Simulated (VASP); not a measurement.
C:

```
C
1.0
     2.52210    0.00000    0.00000
    -1.26105    2.18420    0.00000
     0.00000    0.00000    8.23710
C
8
Direct
  0.66667 0.33333 0.84375
  0.33333 0.66667 0.34375
  0.66667 0.33333 0.65625
  0.33333 0.66667 0.15625
  0.00000 0.00000 0.90625
  0.00000 0.00000 0.40625
  0.00000 0.00000 0.59375
  0.00000 0.00000 0.09375
```

This is a hexagonal form of diamond, not graphite.

| Item | Value |
| --- | --- |
| Program | VASP 6.6.1 |
| Task | relaxation of cell and atoms |
| Functional | PBE |
| Potentials or basis | VASP PAW PBE potentials, release 64 (C) |
| Cutoff | 580 eV |
| k mesh | 12 × 12 × 4 |
| Occupations | fermi-dirac, width 0.05 eV |
| Spin | no spin polarisation |

At the start: pressure 2.4 GPa; volume 5.67 Å³/atom.

Problem. Where does the relaxation end?

Solution. Over 6 steps the energy falls by 2.6 meV/atom and the volume is 5.70 Å³/atom (+0.5 %); space group P6_3/mmc (No. 194, to 0.05 Å).

Step by step:
```csv
step,energy change (eV),largest force (eV/Å),pressure (GPa),volume (Å³)
1,0.0000,0.3284,2.40,45.38
2,0.0130,0.4672,-2.67,45.93
3,-0.0206,0.0440,0.02,45.62
4,-0.0206,0.0376,0.06,45.61
5,-0.0207,0.0408,-0.07,45.62
6,-0.0208,0.0040,-0.01,45.62
```

Final structure:
```yaml
crystal:
  lattice:
    - [2.51842, 0.00000, 0.00000]
    - [-1.25921, 2.18102, 0.00000]
    - [0.00000, 0.00000, 8.30509]
  atoms:
    - { symbol: C, position: [0.66667, 0.33333, 0.84445] }
    - { symbol: C, position: [0.33333, 0.66667, 0.34445] }
    - { symbol: C, position: [0.66667, 0.33333, 0.65555] }
    - { symbol: C, position: [0.33333, 0.66667, 0.15555] }
    - { symbol: C, position: [0.00000, 0.00000, 0.90702] }
    - { symbol: C, position: [0.00000, 0.00000, 0.40702] }
    - { symbol: C, position: [0.00000, 0.00000, 0.59298] }
    - { symbol: C, position: [0.00000, 0.00000, 0.09298] }
```
